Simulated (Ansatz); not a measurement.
Stackings of close-packed layers of SiC (tetrahedral net, letters for double layers), each relaxed to a stress under 0.05 GPa; h and k mark layers whose two neighbours have the same or different letters; energies count from the stacking AB (P6_3mc).

Method: Ansatz, DFT PBE, scalar-relativistic, plane waves, PAW.

Cutoff 420 eV, Gaussian smearing of 0.02 eV, energies at zero smearing, symmetry of each start kept, no spin polarisation.

```tsv
start	atoms	k mesh	excess energy (meV/atom)	spacing of like layers (Å)	a (Å)	gap on the mesh (eV)
ABC (kkk)	6	12×12×4	-2.9	2.529	3.097	1.37
ABACAB (hhkhkh)	12	12×12×2	-2.3	2.534	3.093	2.28
ABCACBC (kkkhkhk)	14	12×12×2	-3.3	2.531	3.095	1.67
ABCACAB (hkkhhkh)	14	12×12×2	-2.4	2.533	3.094	1.98
ABABCBAB (hhhkhkhh)	16	12×12×2	-1.7	2.535	3.093	2.34
ABCBACABAB (hkhkkhkhhh)	20	12×12×2	-2.4	2.534	3.094	2.01
```